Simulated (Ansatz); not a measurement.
Set up this calculation in Ansatz 0.2.0, as the native input.

```yaml
Task: single point
Functional: PBE0
Potentials_or_basis: Ansatz PAW
Cutoff: "420 eV (not typed: the program's choice for these potentials)"
k_mesh: 6 × 6 × 6
Occupations: fermi-dirac, width 0.05 eV
Spin: no spin polarisation
```

Crystal: W.

```
CELL_PARAMETERS angstrom
0.00000 2.03000 2.03000
2.03000 0.00000 2.03000
2.03000 2.03000 0.00000
ATOMIC_POSITIONS crystal
W 0.00000 0.00000 0.00000
```

This isn't the form of W at room conditions, which is bcc.

The input as run:

input.yaml

```yaml
crystal:
  lattice:
    - [0.0, 2.03, 2.03]
    - [2.03, 0.0, 2.03]
    - [2.03, 2.03, 0.0]
  atoms:
    - { symbol: W, position: [0.0, 0.0, 0.0] }
hamiltonian:
  xc: pbe0
  pseudopotentials: { kind: paw }
kpoints:
  mp_grid: { grid: [6, 6, 6] }
scf:
  occupations: { method: fermi_dirac, width: 0.05 }
output:
  forces: true
  stress: true
  eigenvalues: true
```

Potentials or basis: Ansatz PAW.

Launch:

```console
$ ansatz run input.yaml --threads 2 --pin off --max-ram 5632MiB --backend cpu --events-out ev --progress --plain --runs-dir out
```

It gave:

```yaml
Pressure: -9.0 GPa
Band_gap_on_the_k_mesh: none (metal or under the smearing width)
```

Caveat: the k mesh is coarse (spacing up to 0.45 Å⁻¹), so the values aren't converged, least of all with exact exchange; the PAW data sets come from PBE, with cores solved anew for the run's functional, which leaves a small shift of forces and pressure; the thresholds are loose for stress.

Wall time 9.3 s on 2 threads of Intel(R) Xeon(R) Platinum 8259CL CPU @ 2.50GHz (Skylake/Cascade Lake) (shared host), peak memory 0.61 GiB.
